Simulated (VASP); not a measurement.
Wanted: the native input for a VASP 6.6.1 run.

| Quantity | Value |
| --- | --- |
| Task | single point |
| Functional | PBE |
| Potentials or basis | VASP PAW PBE potentials, release 64 (Sb_d_GW) |
| Cutoff | 500 eV |
| k mesh | 6 × 6 × 6 |
| Occupations | gaussian, width 0.02 eV |
| Spin | no spin polarisation |
| Further INCAR settings | ALGO = Normal; EDIFF = 1e-07 |

The structure of Sb lies in POSCAR:

```
Sb
1.0
   -1.5765401831      1.5765401831      2.7119384313
    1.5765401831     -1.5765401831      2.7119384313
    1.5765401831      1.5765401831     -2.7119384313
Sb
1
Direct
    0.0000000000      0.0000000000      0.0000000000
```

This isn't the form of Sb at room conditions, which is rhombohedral.

These files were run (other wordings do the same):

INCAR

```
SYSTEM = Sb
ALGO = Normal ; EDIFF = 1E-7
ENCUT = 500 ; GGA = PE
ISIF = 2 ; ISMEAR = 0
LASPH = .True. ; LCHARG = .True.
LELF = .True. ; LREAL = .False.
LVHAR = .True. ; LWAVE = .False.
NELM = 80 ; PREC = Accurate
SIGMA = 0.02
```

KPOINTS

```
k-points
0
Gamma
  6 6 6
  0 0 0
```

Potentials or basis: VASP PAW PBE potentials, release 64 (Sb_d_GW).

Run with:

```console
$ cat potpaw_PBE.64/Sb_d_GW/POTCAR > POTCAR
$ mpirun -np 1 vasp_std > vasp.out
```

Results of the run:

| Property | Result |
| --- | --- |
| Pressure | 1.4 GPa |
| Band gap on the k mesh | none (metal or under the smearing width) |

Caveat: the k mesh is coarse (spacing up to 0.47 Å⁻¹), so the values aren't converged.

Run time: 14 s on 1 thread of Intel(R) Xeon(R) Platinum 8259CL CPU @ 2.50GHz (Skylake/Cascade Lake) (shared host), peak memory 0.16 GiB.
